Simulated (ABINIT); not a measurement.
Runs of ABINIT 10.8.3 (patched build) on Pb. It takes space group Fm-3m (No. 225, cubic). The conventional cell has a = 4.950 Å, b = 4.950 Å, c = 4.950 Å, α = 90.00°, β = 90.00°, γ = 90.00°. Pb (site symmetry m-3m) is surrounded by 12 Pb at 3.50 Å. 

```tsv
task	level	potentials or basis	spin	k mesh	cutoff (eV)	fine-grid cutoff	mesh quality	gap on the mesh (eV)	pressure (GPa)	V0 of scaled cells (Å³/atom)	B0 (GPa)
single point	PBEsol	JTH PAW PBE v2.0	off	5 × 5 × 5	463	925.187 eV	coarse	none	-	-	-
band structure	BLYP	JTH PAW PBE v2.0 sp	off	9 × 9 × 9	408	816.342 eV	not flagged	none	6.1	-	-
band structure	AM05	JTH PAW PBE v2.0 sp	off	9 × 9 × 9	408	816.342 eV	not flagged	none	-0.2	-	-
band structure	revPBE	JTH PAW PBE v2.0 sp	off	9 × 9 × 9	408	816.342 eV	not flagged	none	3.5	-	-
equation of state	WC	JTH PAW PBE v2.0 sp	off	9 × 9 × 9	408	816.342 eV	not flagged	-	-	30.14	(a)
equation of state	LDA-VWN	JTH PAW LDA v2.0 sp	off	9 × 9 × 9	408	816.342 eV	not flagged	-	-	29.06	(b)
band structure	WC	JTH PAW PBE v2.0	SOC, no magnetisation	9 × 9 × 9	463	925.187 eV	not flagged	none	-	-	-
single point	LDA	JTH PAW LDA v2.0	off	12 × 12 × 12	463	925.187 eV	not flagged	none	-	-	-
```

Alike in all rows: cell as given; smearing fermi-dirac 0.05 eV.

Q: Fill in the values left out.

A: (a) 51; (b) 56.

Caveats: some runs use coarse meshes; the PAW data sets were made with another functional, which shifts forces and pressure a little (some runs); this set keeps more shells in the core, which shifts pressures and gaps (some runs); spin-orbit coupling is left out, which moves the levels of the heavy elements (some runs); pressures at fixed basis lie under the slope of the energies (some runs).

A k mesh can miss the band edges, and rows without SOC leave out spin-orbit coupling on Pb.

A gap of «none» marks a metal or a gap under the smearing width.

The runs don't all hold the same shells in valence.

Runs at the PBE level aren't shown here.
